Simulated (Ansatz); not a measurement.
The system is Sb.

```
Sb
1.0
     0.00000   -2.37124   -2.37124
    -2.37124    0.00000   -2.37124
     2.37124    2.37124   -4.74249
Sb
2
Direct
  0.48982 0.45774 0.56015
  0.01018 0.04226 0.93985
```

The cell isn't the ideal one: all atoms moved at random, sigma 0.25 Å a component.

Base run:

- Program: Ansatz 0.2.0
- Functional: r2SCAN
- Potentials or basis: Ansatz PAW
- Cutoff: 500 eV (not typed: the program's choice for these potentials)
- k mesh: 9 × 9 × 5
- Occupations: fermi-dirac, width 0.05 eV
- Spin: no spin polarisation

Its results: band gap on the k mesh none (metal or under the smearing width); pressure 12.5 GPa; largest force 1.532 eV/Å.

Question: The run is repeated on the same cell with these changes: functional from r2SCAN to BLYP; cutoff from 500 eV (not typed: the program's choice for these potentials) to 420 eV (not typed: the program's choice for these potentials). What comes out?

Answer: Band gap on the k mesh none (metal or under the smearing width); pressure 18.5 GPa; largest force 1.984 eV/Å.

Caveats: spin-orbit coupling is left out, which moves the levels of the heavy elements; the PAW data sets come from PBE, with cores solved anew for the run's functional, which leaves a small shift of forces and pressure; forces of over 1 eV/Å show positions far from the minimum, so gaps and moduli don't describe the material at rest.
